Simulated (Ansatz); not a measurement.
A plane-wave DFT run in Ansatz 0.2.0 (scalar-relativistic PAW potentials unless the input names others): input and command.

```yaml
crystal:
  lattice:
    - [4.0499987506, 0.0, 0.0]
    - [-2.0249993753, 3.5074018033, 0.0]
    - [0.0, 0.0, 16.93]
  atoms:
    - { symbol: In, position: [0.2803570727, 0.6401785364, 0.1526294585] }
    - { symbol: In, position: [0.6666666667, 0.3333333333, 0.657] }
    - { symbol: In, position: [0.3333333333, 0.6666666667, 0.343] }
    - { symbol: In, position: [0.6666666667, 0.3333333333, 0.843] }
    - { symbol: Se, position: [0.3333333333, 0.6666666667, 0.602] }
    - { symbol: Se, position: [0.6666666667, 0.3333333333, 0.102] }
    - { symbol: Se, position: [0.3333333333, 0.6666666667, 0.898] }
    - { symbol: Se, position: [0.6666666667, 0.3333333333, 0.398] }
basis:
  ecutwfc: 420
kpoints:
  mp_grid: { grid: [12, 12, 4] }
hamiltonian:
  xc: pbesol
scf:
  occupations: { method: gaussian, width: 0.15 }
  mixing: { algorithm: broyden, beta: 0.2, ndim: 8 }
output:
  forces: true
  eigenvalues: true
  stress: true
```

```bash
ansatz run input.yaml --threads 2 --pin off --max-ram 5120MiB --backend cpu --events-out ev --progress --plain --runs-dir out
```

Abridged log:
```
Basis set: ecut = 420 eV, 4701 PW (Γ), exchange–correlation on 60×60×240 points (8 copies of the dense FFT grid, shifted against one another)
Bands: 70, of which v1, the nominal top of the filled ones, is band 58 counted from 1 (57 counted from 0)
Symmetry: 2 space group operations
k-points: 164 of 576 (time reversal used)
SCF iter   1: F=—  HF=-43800.245651 eV  |F-HF|=—  |Δ(HF+E_count)|=         —  Δρ=4.21e-3  dr2=1.18e-1  ethr=1.77e-3  ⟨swp⟩=6.3  Hψ=45795  notcnv=0
SCF iter   2: F=—  HF=-43800.223138 eV  |F-HF|=—  |Δ(HF+E_count)|=   2.25e-2  Δρ=2.46e-3  dr2=2.34e-2  ethr=1.02e-4  ⟨swp⟩=1.2  Hψ=13349  notcnv=0  κ⁻¹=1.0e0(r=1)
SCF iter   3: F=—  HF=-43800.218438 eV  |F-HF|=—  |Δ(HF+E_count)|=   4.70e-3  Δρ=1.22e-3  dr2=4.10e-3  ethr=2.02e-5  ⟨swp⟩=2.0  Hψ=12233  notcnv=0  κ⁻¹=1.9e-2(r=2)
SCF iter   4: F=—  HF=-43800.218336 eV  |F-HF|=—  |Δ(HF+E_count)|=   1.01e-4  Δρ=4.65e-4  dr2=3.38e-4  ethr=3.53e-6  ⟨swp⟩=2.0  Hψ=16480  notcnv=0  κ⁻¹=4.1e-4(r=3)
SCF iter   5: F=—  HF=-43800.218527 eV  |F-HF|=—  |Δ(HF+E_count)|=   1.90e-4  Δρ=2.13e-4  dr2=6.88e-5  ethr=2.91e-7  ⟨swp⟩=2.0  Hψ=12141  notcnv=0  κ⁻¹=1.2e-4(r=4)
SCF iter   6: F=—  HF=-43800.218612 eV  |F-HF|=—  |Δ(HF+E_count)|=   8.51e-5  Δρ=4.61e-5  dr2=3.84e-6  ethr=5.93e-8  ⟨swp⟩=3.0  Hψ=19868  notcnv=0  κ⁻¹=8.3e-5(r=5)
SCF iter   7: F=—  HF=-43800.218614 eV  |F-HF|=—  |Δ(HF+E_count)|=   2.26e-6  Δρ=2.40e-5  dr2=1.02e-6  ethr=3.31e-9  ⟨swp⟩=3.0  Hψ=19868  notcnv=0  κ⁻¹=2.9e-6(r=6)
SCF iter   8: F=—  HF=-43800.218614 eV  |F-HF|=—  |Δ(HF+E_count)|=   2.21e-7  Δρ=8.50e-6  dr2=1.51e-7  ethr=8.81e-10  ⟨swp⟩=2.0  Hψ=19760  notcnv=0  κ⁻¹=2.3e-7(r=7)
SCF iter   9: F=-43800.218614 eV  HF=-43800.218614 eV  |F-HF|=1.74e-8  |Δ(HF+E_count)|=   1.34e-7  Δρ=3.47e-6  dr2=1.87e-8  ethr=8.62e-11  ⟨swp⟩=9.8  Hψ=50570  notcnv=0
SCF 1 converged in 9 iterations: F = -43800.218614 eV  dr2 = 1.87e-8
SCF converged after 9 iterations
Stability not checked: this state was not tested for a lower state beside it, because the mixer in use, unlike msr1, does not test its closes by its own steps (another_mixer; see scf.mixing.algorithm and scf.lower_state_search)
Free energy (F): -43800.218614 eV
Harris-Foulkes:  -43800.218614 eV  (|F-HF|=1.74e-8)
Internal energy: -43800.214373 eV  (E = F + TS)
E sigma→0 (E₀):  -43800.216493 eV
Entropy (-TS):   -0.004241 eV (-0.530 meV/atom)
Fermi energy:    7.317333 eV
--- Forces (eV/Å), atoms counted from 1 ---
  atom   1  In     2.27182820     1.31164062     3.44855966
  atom   2  In    -0.00041373    -0.00023887     2.72086452
  atom   3  In    -0.02917643    -0.01684502    -2.81011051
  atom   4  In     0.00062776     0.00036244    -2.73954879
  atom   5  Se    -0.00025907    -0.00014958    -1.79345719
  atom   6  Se    -2.20687642    -1.27414069    -2.44025706
  atom   7  Se    -0.00234224    -0.00135229     1.80874778
  atom   8  Se    -0.03340607    -0.01928700     1.80519710
--- Stress (GPa, compression-positive) ---
        9.484602       1.482334       1.108677
        1.482334       7.772950       0.640095
        1.108678       0.640095       0.065357
  P = ⅓ Tr σ = 5.7743 GPa (57.743 kbar)
```

Apart from outputs and empty bands, the input differs from a reference run on usual settings in scf.mixing.algorithm: not typed → "broyden"; scf.mixing.beta: not typed → 0.2; scf.mixing.ndim: not typed → 8. The reference, at the same geometry (not necessarily relaxed), gave pressure 5.77 GPa, largest force 4.333 eV/Å, no gap on the mesh. This run converged in 9 SCF iterations (reference: 8) with an energy at zero smearing within 0.01 meV/atom of the reference's, pressure 5.77 GPa, largest force 4.333 eV/Å, no gap on the mesh.

Time: 58 s on 2 threads of Intel(R) Xeon(R) 6975P-C (Granite Rapids), with other jobs on the host, peak memory 1.9 GiB.